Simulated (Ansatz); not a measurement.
MoSe2 (P6_3/mmc): lattice vibrations

```
Mo Se
1.0
     3.26940    0.00000    0.00000
    -1.63470    2.83138    0.00000
     0.00000    0.00000   13.12115
Mo Se
2 4
Direct
  0.33333 0.66667 0.25000
  0.66667 0.33333 0.75000
  0.33333 0.66667 0.62316
  0.66667 0.33333 0.12316
  0.33333 0.66667 0.87684
  0.66667 0.33333 0.37684
```

Level of theory, where no other is named: PBEsol, all-electron LAPW in Ansatz 0.2.0, scalar-relativistic. k mesh 6×6×2, fixed occupations, basis error target 1 meV/atom. The cell was relaxed by PAW under this functional.

Atoms are displaced by 0.01 Å in the primitive cell, which gives the zone-centre modes alone. Negative values stand for unstable modes. The zone centre has no LO-TO term.

(1) Is the structure dynamically stable at these wave vectors?

(2) How well do frozen-core PAW files reproduce these all-electron values?

(3) The cell is scaled evenly to 117.818 and 125.105 Å³ (from 121.462), with free atoms relaxed and the shape held, so these aren't the values under hydrostatic pressure. What are the mode Grüneisen parameters γ = −d ln ω/d ln V?

(4) Linear response on PAW files adds the field. What are the dielectric tensor, the Born charges and the LO shift?

Answers

(1) Yes, no mode is unstable there; wave vectors off this mesh aren't tested.

(2) With a cutoff of 420 eV and displacements of 0.0025 Å, the r.m.s. difference over the modes is 0.0 cm⁻¹; the largest difference is 240.6 (PAW) against 240.7 cm⁻¹ (LAPW).

(3) For the highest mode, 355.1 cm⁻¹ in the small cell and 349.4 in the large one give γ ≈ 0.27. From the change of the dynamical matrix on each mode:

```json
{"point": "Gamma", "cm⁻¹": "22.8", "γ": "4.83"}
{"point": "Gamma", "cm⁻¹": "31.8", "γ": "6.89"}
{"point": "Gamma", "cm⁻¹": "167.2", "γ": "0.24"}
{"point": "Gamma", "cm⁻¹": "168.4", "γ": "0.31"}
{"point": "Gamma", "cm⁻¹": "240.7", "γ": "0.13"}
{"point": "Gamma", "cm⁻¹": "242.0", "γ": "0.24"}
{"point": "Gamma", "cm⁻¹": "285.5", "γ": "0.30"}
{"point": "Gamma", "cm⁻¹": "285.5", "γ": "0.31"}
{"point": "Gamma", "cm⁻¹": "349.8", "γ": "0.25"}
{"point": "Gamma", "cm⁻¹": "352.4", "γ": "0.27"}
```

(4) ε∞ = (16.36, 16.36, 7.56) along x, y, z with local fields. Born charges (xx, yy, zz): Mo1 (-1.86, -1.86, -0.98); Mo2 (-1.86, -1.86, -0.98); Se3 (0.93, 0.93, 0.49); Se4 (0.93, 0.93, 0.49); Se5 (0.93, 0.93, 0.49); Se6 (0.93, 0.93, 0.49). For q along x the macroscopic field gives longitudinal modes at 290.4 (from 285.4) cm⁻¹. For q along z the macroscopic field gives longitudinal modes at 352.2 (from 349.8) cm⁻¹. Without the field the optical modes lie at 22.8 (E2g), 31.9 (B1g), 167.2 (E2u), 168.3 (E1g), 240.6 (B2u), 241.9 (A1g), 285.4, 349.8 (A2u), 352.3 (B1g) cm⁻¹. With the ions free to follow the field, the program's ε₀ is (16.93, 16.93, 7.67).

Caveats: no dispersion correction, so the spacing and stiffness between layers or molecules are poor; zone-boundary modes aren't tested; the frozen-core PAW files of the compared runs were fitted under PBE, their cores solved anew for this functional; field response not resolved by the mesh; semilocal gaps are low, and ε∞ tends to come out large.
